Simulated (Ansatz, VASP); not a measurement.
**Two plane-wave programs on KMgF3**

Contents of INCAR:

```
PREC = Accurate ; ENCUT = 520
EDIFF = 1E-6 ; ISMEAR = 0
SIGMA = 0.05 ; LREAL = False
LASPH = True ; NELM = 100
ALGO = Normal ; ISIF = 2
LWAVE = False ; LCHARG = False
GGA = PE ; NBANDS = 24
```

Contents of KPOINTS:

```
regular mesh
0
Gamma
  6 6 6
```

File POSCAR:

```
KMgF3
1.0
    3.9859000000      0.0000000000      0.0000000000
    0.0000000000      3.9859000000      0.0000000000
    0.0000000000      0.0000000000      3.9859000000
K Mg F
1 1 3
Direct
    0.5000000000      0.5000000000      0.5000000000
    0.0000000000      0.0000000000      0.0000000000
    0.5000000000      0.0000000000      0.0000000000
    0.0000000000      0.5000000000      0.0000000000
    0.0000000000      0.0000000000      0.5000000000
```

Input for Ansatz:

```yaml
crystal:
  lattice:
    - [3.9859, 0.0, 0.0]
    - [0.0, 3.9859, 0.0]
    - [0.0, 0.0, 3.9859]
  atoms:
    - { symbol: K, position: [0.5, 0.5, 0.5] }
    - { symbol: Mg, position: [0.0, 0.0, 0.0] }
    - { symbol: F, position: [0.5, 0.0, 0.0] }
    - { symbol: F, position: [0.0, 0.5, 0.0] }
    - { symbol: F, position: [0.0, 0.0, 0.5] }
basis:
  ecutwfc: 420
kpoints:
  mp_grid: { grid: [6, 6, 6] }
hamiltonian:
  xc: pbe
scf:
  occupations: { method: gaussian, width: 0.05 }
output:
  forces: true
  stress: true
  eigenvalues: true
```

Alike in both runs: task single point; functional PBE; k mesh 6 × 6 × 6; occupations gaussian, width 0.05 eV; no spin polarisation.

```csv
,VASP,Ansatz
version,VASP 6.6.1,Ansatz 0.2.0
potentials or method,"VASP PAW PBE potentials, release 64 (K_sv, Mg, F)","scalar-relativistic, plane waves, PAW"
plane-wave cutoff (eV),520,420
valence electrons in the cell,32,40
```

Ansatz gave:

- gap on the k mesh at the Fermi level (eV): 7.33
- least direct gap on the mesh (eV): 7.66
- pressure (GPa): 3.8

**Question.** Estimate VASP's values.

**Answer.** gap on the k mesh at the Fermi level (eV): 7.30; least direct gap on the mesh (eV): 7.63; pressure (GPa): 3.4.

The two sets of potentials don't hold the same shells in valence.

A k mesh can miss the band edges. Expect the measured gap to be larger: semilocal functionals such as PBE lack the derivative discontinuity.
